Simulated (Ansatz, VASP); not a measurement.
CdS: VASP beside Ansatz

```xyz
2
Lattice="2.6133 0.0000 0.0000 0.0000 2.6133 0.0000 0.0000 0.0000 2.6133" Properties=species:S:1:pos:R:3 pbc="T T T"
Cd    0.0000    0.0000    0.0000
S     1.3066    1.3066    1.3066
```

Change from the starting cell: volume scaled by 0.45, LAPW.

Alike in both runs: task single point; functional PBE; k mesh 14 × 14 × 14; occupations fermi-dirac, width 0.05 eV; no spin polarisation.

```csv
,VASP,Ansatz
version,VASP 6.6.1,Ansatz 0.2.0
potentials or method,"VASP PAW PBE potentials, release 64 (Cd, S), cutoff 520 eV","all-electron LAPW, scalar-relativistic"
```

Ansatz gave:

| Quantity | Value |
| --- | --- |
| pressure (GPa) | 354.4 |

**Question.** Which values does VASP return?

**Answer.** Pressure (GPa): 370.2.

Ansatz ran all-electron here, so the differences hold the error of VASP's frozen core and of both bases.

Caveats: the cell as given lies far from equilibrium; so large a pressure means that the cell lies far from this level's equilibrium, or that cutoff or potentials fall short (VASP).
